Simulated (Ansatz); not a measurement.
**AlCo: computed properties**

Method: DFT PBE, scalar-relativistic, plane waves, PAW in Ansatz.

Plane waves to 420 eV, a k mesh through Γ of 12×12×10 on the computed 4-atom cell and Gaussian smearing (0.10 eV); collinear spin from starting moments 0.0 0.0 0.8 0.8 μB.

The structure is relaxed at this level of theory with its symmetry kept, and needn't be the ground state of this composition.

```yaml
crystal:
  lattice:
    - [3.74919, 0.00000, 0.00000]
    - [-1.87460, 3.24690, 0.00000]
    - [0.00000, 0.00000, 4.70786]
  atoms:
    - { symbol: Al, position: [0.33333, 0.66667, 0.25000] }
    - { symbol: Al, position: [0.66667, 0.33333, 0.75000] }
    - { symbol: Co, position: [0.00000, 0.00000, 0.50000] }
    - { symbol: Co, position: [0.00000, 0.00000, 0.00000] }
```

**Question.** Formation energy from the elements' standard states (uncorrected)?

**Answer.** -0.026 eV/atom.

**Question.** Kohn–Sham band gap?

**Answer.** none (metal).

**Question.** Density of states at the Fermi level?

**Answer.** 2.3 states/eV per cell.

**Question.** Orbital (Löwdin) character within 0.5 eV of the Fermi level?

**Answer.** Co 3d 73 %, Al 3p 16 %.

**Question.** Bader charge by site (e)?

**Answer.** Al (2 in the cell) 1.61, Co (2 in the cell) -1.61.

**Question.** Total moment?

**Answer.** 1.31 μB per cell.

**Question.** Moment by site (μB)?

**Answer.** Co3 0.74, Co4 0.74.

Only this magnetic start was tried.

Another cell of AlCo relaxed alike, in Pm-3m, lies 0.57 eV/atom lower, so this cell isn't the stable form at this level.

The cell was found from a structure generator's guess, not taken from experiment. Löwdin shares on free-atom orbitals overweight diffuse shells.
